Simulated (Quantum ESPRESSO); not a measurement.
# TaN (P-6m2) in Quantum ESPRESSO: settings compared, part 2 of 2

Quantum ESPRESSO 7.5. The steps go on from the part before.

### 3 Band structure, r2SCAN

Contents of pw.in:

```
&CONTROL
  calculation = 'scf'
  prefix = 'pwscf'
  outdir = './tmp'
  pseudo_dir = './pseudo'
  tprnfor = .true.
  tstress = .true.
  disk_io = 'low'
/
&SYSTEM
  ibrav = 0
  celldm(1) = 8
  nat = 2
  ntyp = 2
  ecutwfc = 88
  nbnd = 24
  input_dft = 'r2scan'
  occupations = 'smearing'
  smearing = 'fd'
  degauss = 0.00367493
  nosym = .true.
/
&ELECTRONS
  conv_thr = 1d-08
  electron_maxstep = 120
  mixing_beta = 0.5
/
ATOMIC_SPECIES
Ta   180.9479 Ta_ONCV_PBE-1.2.upf
N     14.0070 N_ONCV_PBE-1.2.upf
CELL_PARAMETERS alat
  0.6940019192688   0.0000000000000   0.0000000000000
 -0.3470009596344   0.6010232923575   0.0000000000000
  0.0000000000000   0.0000000000000   0.6810100521620
ATOMIC_POSITIONS crystal
Ta     0.0000000000    0.0000000000    0.5000000000
N      0.6666666667    0.3333333333    0.0000000000
K_POINTS automatic
8 8 7 0 0 0
```

Contents of bands.in:

```
&CONTROL
  calculation = 'bands'
  prefix = 'pwscf'
  outdir = './tmp'
  pseudo_dir = './pseudo'
  disk_io = 'low'
  verbosity = 'high'
/
&SYSTEM
  ibrav = 0
  celldm(1) = 8
  nat = 2
  ntyp = 2
  ecutwfc = 88
  nbnd = 24
  input_dft = 'r2scan'
  occupations = 'smearing'
  smearing = 'fd'
  degauss = 0.00367493
  nosym = .true.
/
&ELECTRONS
  conv_thr = 1d-08
  electron_maxstep = 120
  mixing_beta = 0.5
  diago_full_acc = .true.
  startingwfc = 'random'
/
ATOMIC_SPECIES
Ta   180.9479 Ta_ONCV_PBE-1.2.upf
N     14.0070 N_ONCV_PBE-1.2.upf
CELL_PARAMETERS alat
  0.6940019192688   0.0000000000000   0.0000000000000
 -0.3470009596344   0.6010232923575   0.0000000000000
  0.0000000000000   0.0000000000000   0.6810100521620
ATOMIC_POSITIONS crystal
Ta     0.0000000000    0.0000000000    0.5000000000
N      0.6666666667    0.3333333333    0.0000000000
K_POINTS crystal
60
 0.0000000000  0.0000000000  0.0000000000 1
 0.0833333333  0.0000000000  0.0000000000 1
 0.1666666667  0.0000000000  0.0000000000 1
 0.2500000000  0.0000000000  0.0000000000 1
 0.3333333333  0.0000000000  0.0000000000 1
 0.4166666667  0.0000000000  0.0000000000 1
 0.5000000000  0.0000000000  0.0000000000 1
 0.4444444444  0.1111111111  0.0000000000 1
 0.3888888889  0.2222222222  0.0000000000 1
 0.3333333333  0.3333333333  0.0000000000 1
 0.2916666667  0.2916666667  0.0000000000 1
 0.2500000000  0.2500000000  0.0000000000 1
 0.2083333333  0.2083333333  0.0000000000 1
 0.1666666667  0.1666666667  0.0000000000 1
 0.1250000000  0.1250000000  0.0000000000 1
 0.0833333333  0.0833333333  0.0000000000 1
 0.0416666667  0.0416666667  0.0000000000 1
 0.0000000000  0.0000000000  0.0000000000 1
 0.0000000000  0.0000000000  0.0833333333 1
 0.0000000000  0.0000000000  0.1666666667 1
 0.0000000000  0.0000000000  0.2500000000 1
 0.0000000000  0.0000000000  0.3333333333 1
 0.0000000000  0.0000000000  0.4166666667 1
 0.0000000000  0.0000000000  0.5000000000 1
 0.0714285714  0.0000000000  0.5000000000 1
 0.1428571429  0.0000000000  0.5000000000 1
 0.2142857143  0.0000000000  0.5000000000 1
 0.2857142857  0.0000000000  0.5000000000 1
 0.3571428571  0.0000000000  0.5000000000 1
 0.4285714286  0.0000000000  0.5000000000 1
 0.5000000000  0.0000000000  0.5000000000 1
 0.4583333333  0.0833333333  0.5000000000 1
 0.4166666667  0.1666666667  0.5000000000 1
 0.3750000000  0.2500000000  0.5000000000 1
 0.3333333333  0.3333333333  0.5000000000 1
 0.2962962963  0.2962962963  0.5000000000 1
 0.2592592593  0.2592592593  0.5000000000 1
 0.2222222222  0.2222222222  0.5000000000 1
 0.1851851852  0.1851851852  0.5000000000 1
 0.1481481481  0.1481481481  0.5000000000 1
 0.1111111111  0.1111111111  0.5000000000 1
 0.0740740741  0.0740740741  0.5000000000 1
 0.0370370370  0.0370370370  0.5000000000 1
 0.0000000000  0.0000000000  0.5000000000 1
 0.5000000000  0.0000000000  0.5000000000 1
 0.5000000000  0.0000000000  0.4285714286 1
 0.5000000000  0.0000000000  0.3571428571 1
 0.5000000000  0.0000000000  0.2857142857 1
 0.5000000000  0.0000000000  0.2142857143 1
 0.5000000000  0.0000000000  0.1428571429 1
 0.5000000000  0.0000000000  0.0714285714 1
 0.5000000000  0.0000000000  0.0000000000 1
 0.3333333333  0.3333333333  0.0000000000 1
 0.3333333333  0.3333333333  0.0714285714 1
 0.3333333333  0.3333333333  0.1428571429 1
 0.3333333333  0.3333333333  0.2142857143 1
 0.3333333333  0.3333333333  0.2857142857 1
 0.3333333333  0.3333333333  0.3571428571 1
 0.3333333333  0.3333333333  0.4285714286 1
 0.3333333333  0.3333333333  0.5000000000 1
```

Potentials or basis: SG15 PBE 1.2.

Started as:

```
$ OMP_NUM_THREADS=1 mpirun -n 2 pw.x -nk 2 -in pw.in > pw.out
$ OMP_NUM_THREADS=1 mpirun -n 2 pw.x -nk 2 -in bands.in > bands.out
```

pw.out:

```text
This program is part of the open-source Quantum ESPRESSO suite
     for quantum simulation of materials; please cite
         "P. Giannozzi et al., J. Phys.:Condens. Matter 21 395502 (2009);
         "P. Giannozzi et al., J. Phys.:Condens. Matter 29 465901 (2017);
         "P. Giannozzi et al., J. Chem. Phys. 152 154105 (2020);
     in publications or presentations arising from this work. More details at

     IMPORTANT: XC functional enforced from input :
     Exchange-correlation= R2SCAN
                           (   0   0   0   0   0 497 498)
     Any further DFT definition will be discarded
     Please, verify this is what you really want

     K-points division:     npool     =       2
     Subspace diagonalization in iterative solution of the eigenvalue problem:
     a serial algorithm will be used

     G-vector sticks info
     --------------------
     sticks:   dense  smooth     PW     G-vecs:    dense   smooth      PW
     Sum         745     745    241                16221    16221    2923

     Using Slab Decomposition

     bravais-lattice index     =            0
     lattice parameter (alat)  =       8.0000  a.u.
     unit-cell volume          =     145.4372 (a.u.)^3
     number of atoms/cell      =            2
     number of atomic types    =            2
     number of electrons       =        32.00
     number of Kohn-Sham states=           24
     kinetic-energy cutoff     =      88.0000  Ry
     charge density cutoff     =     352.0000  Ry
[... 53 lines left out ...]
         2        N      tau(   2) = (   0.3470010   0.2003411   0.0000000  )

     number of k points=   226  Fermi-Dirac smearing, width (Ry)=  0.0037

     Number of k-points >= 100: set verbosity='high' to print them.

     Dense  grid:    16221 G-vectors     FFT dimensions: (  36,  36,  36)

     WARNING: libxc functional with ID  497 depends
      on external parameters: check the user_guide of
      QE if you need to modify them or to check their
      default values.

     WARNING: libxc functional with ID  498 depends
      on external parameters: check the user_guide of
      QE if you need to modify them or to check their
      default values.

     Initial potential from superposition of free atoms

     starting charge      31.9080, renormalised to      32.0000
     Starting wfcs are random

     Self-consistent Calculation

     iteration #  1     ecut=    88.00 Ry     beta= 0.50
     Davidson diagonalization with overlap
     ethr =  1.00E-02,  avg # of iterations =  9.2

     total energy              =    -515.15016130 Ry
     estimated scf accuracy    <      57.92068235 Ry
[... 64 lines left out ...]
     iteration # 11     ecut=    88.00 Ry     beta= 0.50
     Davidson diagonalization with overlap
     ethr =  7.26E-11,  avg # of iterations =  1.1

     End of self-consistent calculation

     Number of k-points >= 100: set verbosity='high' to print the bands.

     the Fermi energy is    29.1684 ev

!    total energy              =    -515.49050646 Ry
     estimated scf accuracy    <          9.9E-09 Ry
     smearing contrib. (-TS)   =      -0.00001761 Ry
     internal energy E=F+TS    =    -515.49048885 Ry

     The total energy is F=E-TS. E is the sum of the following terms:
     one-electron contribution =    -127.18296454 Ry
     hartree contribution      =     102.68950925 Ry
     xc contribution           =     -44.67157931 Ry
     ewald contribution        =    -446.32545426 Ry

     convergence has been achieved in  11 iterations

     Forces acting on atoms (cartesian axes, Ry/au):

     atom    1 type  1   force =    -0.00000035   -0.00000521    0.00000297
     atom    2 type  2   force =     0.00000035    0.00000521   -0.00000297

     Total force =     0.000008     Total SCF correction =     0.000028
     SCF correction compared to forces is large: reduce conv_thr to get better values

     Computing stress (Cartesian axis) and pressure

          total   stress  (Ry/bohr**3)                   (kbar)     P=     -113.64
  -0.00072582  -0.00000000   0.00000000         -106.77       -0.00        0.00
  -0.00000000  -0.00072584   0.00000001           -0.00     -106.77        0.00
   0.00000000   0.00000001  -0.00086583            0.00        0.00     -127.37

=------------------------------------------------------------------------------=
   JOB DONE.
=------------------------------------------------------------------------------=
```

It took 1.7 min on 2 MPI ranks of AMD EPYC 9R45 (Zen 5), shared host; peak memory 0.32 GiB.

What came out:

| Property | Result |
| --- | --- |
| Free energy | -7013.6056 eV |
| Pressure | -11.4 GPa |
| Band gap on the k mesh | none (metal or under the smearing width) |

Levels at the corners of the path, in eV from the Fermi level:
```
point  band 14  band 15  band 16  band 17  band 18  band 19
    Γ    -4.78    -4.32    -3.06     2.55     3.59     3.59
    M    -5.41    -3.59    -3.33     2.83     3.93     5.06
    K    -5.91    -5.38    -0.01     0.98     1.51     2.50
    Γ    -4.78    -4.32    -3.06     2.55     3.59     3.59
    A    -3.92    -3.92    -0.22    -0.22     2.32     3.37
    L    -6.41    -5.91    -0.50     4.19     5.07     5.72
    H    -6.82    -4.12    -0.59     4.26     4.86     6.63
    A    -3.92    -3.92    -0.22    -0.22     2.32     3.37
    L    -6.41    -5.91    -0.50     4.19     5.07     5.72
    M    -5.41    -3.59    -3.33     2.83     3.93     5.06
    K    -5.91    -5.38    -0.01     0.98     1.51     2.50
    H    -6.82    -4.12    -0.59     4.26     4.86     6.63
```

Caveat: the k mesh is coarse; the potentials were made for another functional, which shifts forces and pressure; spin-orbit coupling is left out, which moves the levels of the heavy elements.

### 4 Single point, r2SCAN, 10.13 Å³/atom

Contents of pw.in:

```
&CONTROL
  calculation = 'scf'
  prefix = 'pwscf'
  outdir = './tmp'
  pseudo_dir = './pseudo'
  tstress = .true.
  disk_io = 'nowf'
/
&SYSTEM
  ibrav = 0
  nat = 2
  ntyp = 2
  ecutwfc = 88
  nbnd = 24
  input_dft = 'r2scan'
  occupations = 'smearing'
  smearing = 'fd'
  degauss = 0.00367493
  nosym = .true.
  nr1 = 36
  nr2 = 36
  nr3 = 36
/
&ELECTRONS
  conv_thr = 1d-08
  electron_maxstep = 120
  mixing_beta = 0.5
/
ATOMIC_SPECIES
Ta   180.9479 Ta_ONCV_PBE-1.2.upf
N     14.0070 N_ONCV_PBE-1.2.upf
CELL_PARAMETERS angstrom
   2.8780239874    0.0000000000    0.0000000000
  -1.4390119937    2.4924418858    0.0000000000
   0.0000000000    0.0000000000    2.8241467514
ATOMIC_POSITIONS crystal
Ta     0.0000000000    0.0000000000    0.5000000000
N      0.6666666667    0.3333333333    0.0000000000
K_POINTS automatic
6 6 6 0 0 0
```

Started as:

```
$ OMP_NUM_THREADS=1 mpirun -n 2 pw.x -nk 2 -in pw.in > pw.out
```

It took 45 s on 2 MPI ranks of AMD EPYC 9R45 (Zen 5), shared host; peak memory 0.22 GiB.

The run converged. Its results:

```
Free energy            : -7013.6111 eV
Pressure               : 11.7 GPa
Band gap on the k mesh : none (metal or under the smearing width)
```

Caveat: the k mesh is coarse (spacing up to 0.42 Å⁻¹), so the values aren't converged; the potentials were made for another functional, which shifts forces and pressure.

### 5 Single point, r2SCAN, 10.34 Å³/atom

pw.in, as its differences from that of step 4:

```diff
@@ -32,5 +32,5 @@
 CELL_PARAMETERS angstrom
-   2.8780239874    0.0000000000    0.0000000000
-  -1.4390119937    2.4924418858    0.0000000000
-   0.0000000000    0.0000000000    2.8241467514
+   2.8982924298    0.0000000000    0.0000000000
+  -1.4491462149    2.5099948717    0.0000000000
+   0.0000000000    0.0000000000    2.8440357641
 ATOMIC_POSITIONS crystal
```

Started as:

```
$ OMP_NUM_THREADS=1 mpirun -n 2 pw.x -nk 2 -in pw.in > pw.out
```

It took 46 s on 2 MPI ranks of AMD EPYC 9R45 (Zen 5), shared host; peak memory 0.22 GiB.

The run converged. Its results:

```yaml
Free_energy: -7013.6309 eV
Pressure: 3.1 GPa
Band_gap_on_the_k_mesh: none (metal or under the smearing width)
```

Caveat: the k mesh is coarse (spacing up to 0.42 Å⁻¹), so the values aren't converged; the potentials were made for another functional, which shifts forces and pressure.

### 6 Single point, r2SCAN, 10.56 Å³/atom

pw.in, as its differences from that of step 5:

```diff
@@ -32,5 +32,5 @@
 CELL_PARAMETERS angstrom
-   2.8982924298    0.0000000000    0.0000000000
-  -1.4491462149    2.5099948717    0.0000000000
-   0.0000000000    0.0000000000    2.8440357641
+   2.9182812851    0.0000000000    0.0000000000
+  -1.4591406425    2.5273057282    0.0000000000
+   0.0000000000    0.0000000000    2.8636504237
 ATOMIC_POSITIONS crystal
```

Potentials or basis: SG15 PBE 1.2.

Started as:

```
$ OMP_NUM_THREADS=1 mpirun -n 2 pw.x -nk 2 -in pw.in > pw.out
```

Run time: 44 s. Hardware: 2 MPI ranks of AMD EPYC 9R45 (Zen 5), shared host; peak memory 0.22 GiB.

The run converged. Its results:

```yaml
Free_energy: -7013.6289 eV
Pressure: -4.5 GPa
Band_gap_on_the_k_mesh: none (metal or under the smearing width)
```

Caveat: the k mesh is coarse (spacing up to 0.41 Å⁻¹), so the values aren't converged; the potentials were made for another functional, which shifts forces and pressure.

### 7 Single point, r2SCAN, 10.78 Å³/atom

pw.in, as its differences from that of step 6:

```diff
@@ -32,5 +32,5 @@
 CELL_PARAMETERS angstrom
-   2.9182812851    0.0000000000    0.0000000000
-  -1.4591406425    2.5273057282    0.0000000000
-   0.0000000000    0.0000000000    2.8636504237
+   2.9380000000    0.0000000000    0.0000000000
+  -1.4690000000    2.5443826363    0.0000000000
+   0.0000000000    0.0000000000    2.8830000000
 ATOMIC_POSITIONS crystal
```

Started as:

```
$ OMP_NUM_THREADS=1 mpirun -n 2 pw.x -nk 2 -in pw.in > pw.out
```

It took 45 s on 2 MPI ranks of AMD EPYC 9R45 (Zen 5), shared host; peak memory 0.24 GiB.

Results (log left out):

```yaml
Free_energy: -7013.6073 eV
Pressure: -11.4 GPa
Band_gap_on_the_k_mesh: none (metal or under the smearing width)
```

Caveat: the k mesh is coarse (spacing up to 0.41 Å⁻¹), so the values aren't converged; the potentials were made for another functional, which shifts forces and pressure.

### 8 Single point, r2SCAN, 10.99 Å³/atom

pw.in, as its differences from that of step 7:

```diff
@@ -32,5 +32,5 @@
 CELL_PARAMETERS angstrom
-   2.9380000000    0.0000000000    0.0000000000
-  -1.4690000000    2.5443826363    0.0000000000
-   0.0000000000    0.0000000000    2.8830000000
+   2.9574575207    0.0000000000    0.0000000000
+  -1.4787287603    2.5612333435    0.0000000000
+   0.0000000000    0.0000000000    2.9020932717
 ATOMIC_POSITIONS crystal
```

Started as:

```
$ OMP_NUM_THREADS=1 mpirun -n 2 pw.x -nk 2 -in pw.in > pw.out
```

It took 48 s on 2 MPI ranks of AMD EPYC 9R45 (Zen 5), shared host; peak memory 0.24 GiB.

Results (log left out):

```yaml
Free_energy: -7013.5684 eV
Pressure: -17.5 GPa
Band_gap_on_the_k_mesh: none (metal or under the smearing width)
```

Caveat: the k mesh is coarse (spacing up to 0.41 Å⁻¹), so the values aren't converged; the potentials were made for another functional, which shifts forces and pressure.

### 9 Single point, r2SCAN, 11.21 Å³/atom

pw.in, as its differences from that of step 8:

```diff
@@ -32,5 +32,5 @@
 CELL_PARAMETERS angstrom
-   2.9574575207    0.0000000000    0.0000000000
-  -1.4787287603    2.5612333435    0.0000000000
-   0.0000000000    0.0000000000    2.9020932717
+   2.9766623284    0.0000000000    0.0000000000
+  -1.4883311642    2.5778651949    0.0000000000
+   0.0000000000    0.0000000000    2.9209385612
 ATOMIC_POSITIONS crystal
```

Potentials or basis: SG15 PBE 1.2.

Started as:

```
$ OMP_NUM_THREADS=1 mpirun -n 2 pw.x -nk 2 -in pw.in > pw.out
```

Wall time 46 s (2 MPI ranks of AMD EPYC 9R45 (Zen 5), shared host); peak memory 0.24 GiB.

The run converged. Its results:

```
Free energy            : -7013.5139 eV
Pressure               : -23.0 GPa
Band gap on the k mesh : none (metal or under the smearing width)
```

Caveat: the k mesh is coarse (spacing up to 0.41 Å⁻¹), so the values aren't converged; the potentials were made for another functional, which shifts forces and pressure.

### 10 Single point, r2SCAN, 11.42 Å³/atom

pw.in, as its differences from that of step 9:

```diff
@@ -32,5 +32,5 @@
 CELL_PARAMETERS angstrom
-   2.9766623284    0.0000000000    0.0000000000
-  -1.4883311642    2.5778651949    0.0000000000
-   0.0000000000    0.0000000000    2.9209385612
+   2.9956224723    0.0000000000    0.0000000000
+  -1.4978112361    2.5942851611    0.0000000000
+   0.0000000000    0.0000000000    2.9395437670
 ATOMIC_POSITIONS crystal
```

Started as:

```
$ OMP_NUM_THREADS=1 mpirun -n 2 pw.x -nk 2 -in pw.in > pw.out
```

Wall time 48 s (2 MPI ranks of AMD EPYC 9R45 (Zen 5), shared host); peak memory 0.24 GiB.

It converged, with:

| Property | Result |
| --- | --- |
| Free energy | -7013.4455 eV |
| Pressure | -27.9 GPa |
| Band gap on the k mesh | none (metal or under the smearing width) |

Caveat: the k mesh is coarse (spacing up to 0.40 Å⁻¹), so the values aren't converged; the potentials were made for another functional, which shifts forces and pressure.

### 11 Equation of state, r2SCAN

Potentials or basis: SG15 PBE 1.2.

No new run: the results of the series are fitted here.

Results:

```
Equilibrium volume                        : 10.43 Å³/atom
Bulk modulus at fixed shape and positions : 374 GPa
Pressure derivative of the bulk modulus   : 4.4
```

Energy against volume, from the lowest point:
| volume (Å³/atom) | energy (meV/atom) |
| --- | --- |
| 10.129 | 9.87 |
| 10.345 | 0.00 |
| 10.560 | 1.01 |
| 10.776 | 11.76 |
| 10.991 | 31.22 |
| 11.207 | 58.47 |
| 11.422 | 92.68 |

Caveat: the k mesh is coarse (spacing up to 0.41 Å⁻¹), so the values aren't converged; the potentials were made for another functional, which shifts forces and pressure; the cell was scaled at fixed shape and fractional positions, which overstates the stiffness of a crystal with free parameters, most of all of layers and chains.

### 12 Overview

```csv
task,level,potentials or basis,k mesh,cutoff (eV),form of the LDA correlation,SCF threshold,symmetry,mesh quality,gap on the mesh (eV),pressure (GPa)
band structure,LDA,GBRV 1.5 LDA,10 × 10 × 9,762,PZ81,4e-10 Ry,-,not flagged,none,-11.2
band structure,r2SCAN,SG15 PBE 1.2,8 × 8 × 7,1197,-,1e-08 Ry,off,coarse,none,-11.4
equation of state,r2SCAN,SG15 PBE 1.2,6 × 6 × 6,1197,-,1e-08 Ry,off,coarse,-,-
```

Alike in all rows: no spin polarisation; cell as given; smearing fermi-dirac 0.05 eV.

Caveats: some runs use coarse meshes; spin-orbit coupling is left out, which moves the levels of the heavy elements (some runs); the potentials were made for another functional, which shifts forces and pressure (some runs); the cell was scaled at fixed shape and fractional positions, which overstates the stiffness of a crystal with free parameters, most of all of layers and chains (some runs).

Total energies depend on the potentials used, so only differences within one code and one set of settings carry meaning.
